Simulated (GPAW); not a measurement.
Runs of GPAW 26.7.0 on SrO. It takes space group Fm-3m (No. 225, cubic). Conventional cell: a = 5.133 Å, b = 5.133 Å, c = 5.133 Å, α = 90.00°, β = 90.00°, γ = 90.00°. Around Sr (site symmetry m-3m) lie 6 O at 2.57 Å. O (site symmetry m-3m) is surrounded by 6 Sr at 2.57 Å. 

```csv
task,level,potentials or basis,spin,cell,k mesh,cutoff (eV),smearing,maxiter,band path,band points,ranks,convergence,gap on the mesh (eV),pressure (GPa)
band structure,PBEsol,"PAW data sets generated in the run's folder for this functional, pw",off,as given,9 × 9 × 9,800,fermi-dirac 0.05 eV,150,"GXWKGLUWLK,UX",60,-,-,3.31,0.0
single point,PBEsol,"PAW data sets generated in the run's folder for this functional, pw",off,as given,9 × 9 × 9,800,fermi-dirac 0.05 eV,150,-,-,-,-,3.31,0.0
single point,HSE06,"GPAW PAW data sets (gpaw-data 1.2.1), pw",off,as given,6 × 6 × 6,600,fermi-dirac 0.05 eV,60,-,-,8,-,(a),-
single point,PBEsol,"PAW data sets generated in the run's folder for this functional, pw",off,"atoms moved at random, drawn with an rms of 0.05 Å",9 × 9 × 9,800,fermi-dirac 0.05 eV,150,-,-,-,-,3.34,0.2
single point,LDA,"the program's PAW data sets (release 1.2.1) made for this functional, pw",off,as given,7 × 7 × 7,600,fermi-dirac 0.05 eV,120,-,-,-,default,3.30,-6.0
band structure,PBEsol,"PAW data sets generated in the run's folder for this functional, pw","SOC, no magnetisation",as given,9 × 9 × 9,800,fermi-dirac 0.05 eV,150,"GXWKGLUWLK,UX",60,-,-,3.28,0.0
dielectric tensor,LDA,"the program's PAW data sets (release 1.2.1) made for this functional, pw",off,as given,7 × 7 × 7,600,fermi-dirac 0.001 eV,150,-,-,-,-,3.30,-
```

**Question.** Fill in the values left out.

**Answer.** (a) 4.81.

Caveats: an odd mesh through Γ misses points on the zone boundary, where band edges often lie (some runs); the PAW data sets were made with another functional, which shifts forces and pressure a little (some runs); the cutoff is short for stress and forces, so pressures can be off by a GPa or more (some runs); spin-orbit coupling was added after a scalar SCF, so levels and gaps hold it while energy, forces, pressure and moments don't (some runs); this program's spin-orbit splittings come out too wide for heavy elements (some runs); the long-wavelength limit can be off by a per cent or two (some runs).

A k mesh can miss the band edges, and rows without SOC leave out spin-orbit coupling on Sr.

Runs at the PBE level aren't shown here.
